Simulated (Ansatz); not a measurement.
InPd:

```
CELL_PARAMETERS angstrom
3.27188 0.00000 0.00000
0.00000 3.27188 0.00000
0.00000 0.00000 3.27188
ATOMIC_POSITIONS crystal
In 0.00000 0.00000 0.00000
Pd 0.50000 0.50000 0.50000
```

The cell comes from a database or a generator and needn't be the stable form of this composition.

| Property | Result |
| --- | --- |
| Program | Ansatz 0.2.0 |
| Task | single point |
| Functional | PBE |
| Potentials or basis | all-electron LAPW, scalar-relativistic |
| Cutoff | 250 eV (chosen from the basis error) |
| Basis error allowed | 0.001 eV/atom |
| k mesh | 8 × 8 × 8 |
| Occupations | fermi-dirac, width 0.05 eV |
| Spin | no spin polarisation |

On this cell: pressure 3.6 GPa; largest force zero by symmetry; band gap on the k mesh none (metal or under the smearing width).

The same run follows on a disturbed copy (atoms moved at random, drawn with an rms of 0.05 Å):

```
In Pd
1.0
     3.27188    0.00000    0.00000
     0.00000    3.27188    0.00000
     0.00000    0.00000    3.27188
In Pd
1 1
Direct
  0.99323 0.00032 0.00838
  0.48910 0.50688 0.49185
```

What does the disturbed cell give?

The energy (extrapolated to zero smearing) moves by +3.7 meV/atom; pressure 3.8 GPa; largest force 0.250 eV/Å; band gap on the k mesh none (metal or under the smearing width).

Forces in eV/Å, atoms in the order of the input:
```
In  -0.057  0.091 -0.226
Pd   0.057 -0.091  0.226
```

Stress tensor (GPa, compression positive):
```
 3.82 -0.03  0.07
-0.03  3.81 -0.11
 0.07 -0.11  3.71
```
